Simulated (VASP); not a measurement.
Input of a VASP 6.6.1 run:

Contents of INCAR:

```
SYSTEM = Al
  PREC = Accurate
  ENCUT = 520
  EDIFF = 1E-6
  ISMEAR = 0
  SIGMA = 0.05
  LREAL = .False.
  LASPH = .True.
  NELM = 150
  ALGO = Normal
  ISIF = 2
  LWAVE = .False.
  LCHARG = .False.
  MAGMOM = 0 0 0 0 0 0
  LORBIT = 11
  LSORBIT = .True.
  GGA_COMPAT = .False.
  LORBMOM = .True.
  GGA = PE
  NBANDS = 18
```

The input KPOINTS:

```
regular mesh
0
Gamma
  16 16 10
  0 0 0
```

Contents of POSCAR:

```
Al
1.0
    2.8483779758      0.0000000000      0.0000000000
   -1.4241889879      2.4667676866      0.0000000000
    0.0000000000      0.0000000000      4.7272480019
Al
2
Direct
    0.3333333333      0.6666666667      0.7500000000
    0.6666666667      0.3333333333      0.2500000000
```

Potentials or basis: VASP PAW PBE potentials, release 64 (Al).

Launch:

```console
$ cat potpaw_PBE.64/Al/POTCAR > POTCAR
$ mpirun -np 1 vasp_ncl > vasp.out
```

Question: Estimate the net moment.

Answer: 0.00 μB per cell.

Question: Estimate the pressure.

Answer: 0.2 GPa.

Moments on the atoms (μB; x, y, z):
```
Al  0.00 0.00 0.00
Al  0.00 0.00 0.00
```
